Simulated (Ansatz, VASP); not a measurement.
Two plane-wave programs on Bi

INCAR

```
SYSTEM = Bi
PREC     = Accurate       ! precision mode
ENCUT    = 520            ! plane-wave cutoff, eV
EDIFF    = 1E-7           ! SCF threshold, eV
ISMEAR   = -1             ! smearing method
SIGMA    = 0.1            ! smearing width, eV
LREAL    = .False.        ! projectors in reciprocal space
LASPH    = .True.         ! aspherical terms in the spheres
NELM     = 60             ! most SCF steps
ALGO     = Normal         ! electronic algorithm
ISIF     = 2              ! what is computed and relaxed
LWAVE    = .False.        ! write WAVECAR
LCHARG   = .False.        ! write CHGCAR
GGA      = RP             ! functional
NBANDS   = 14             ! bands
```

File KPOINTS:

```
Automatic mesh
0
Gamma
  12 12 12
  0 0 0
```

POSCAR

```
Bi
1.0
   -1.9845884263      1.9845884263      1.9845884263
    1.9845884263     -1.9845884263      1.9845884263
    1.9845884263      1.9845884263     -1.9845884263
Bi
1
Direct
    0.0000000000      0.0000000000      0.0000000000
```

Input for Ansatz:

```yaml
crystal:
  lattice:
    - [-1.9845884263, 1.9845884263, 1.9845884263]
    - [1.9845884263, -1.9845884263, 1.9845884263]
    - [1.9845884263, 1.9845884263, -1.9845884263]
  atoms:
    - { symbol: Bi, position: [0.0, 0.0, 0.0] }
hamiltonian:
  xc: rpbe
  pseudopotentials:
    kind: paw
    azcp:
      Bi: "pseudopotentials/Bi.paw.azcp"
basis:
  ecutwfc: 420
  fft_grid_basis: typed
kpoints:
  mp_grid: { grid: [12, 12, 12], shift: [0, 0, 0] }
magnetization:
  spin_polarized: false
scf:
  occupations: { method: fermi_dirac, width: 0.1 }
  lower_state_search: "off"
output:
  stress: true
```

Alike in both runs: task single point; functional RPBE; k mesh 12 × 12 × 12; occupations fermi-dirac, width 0.1 eV; no spin polarisation.

```csv
,VASP,Ansatz
version,VASP 6.6.1,Ansatz 0.2.0
potentials or method,"VASP PAW PBE potentials, release 64 (Bi_d)","plane waves (420 eV) with PAW, scalar-relativistic"
plane-wave cutoff (eV),520,420
valence electrons in the cell,15,15
```

Ansatz gave:

- pressure (GPa): 1.8

Problem. Which values does VASP return?

Solution. Pressure (GPa): 1.7.

Caveats: the PAW data sets were made with another functional, which shifts forces and pressure a little (VASP).
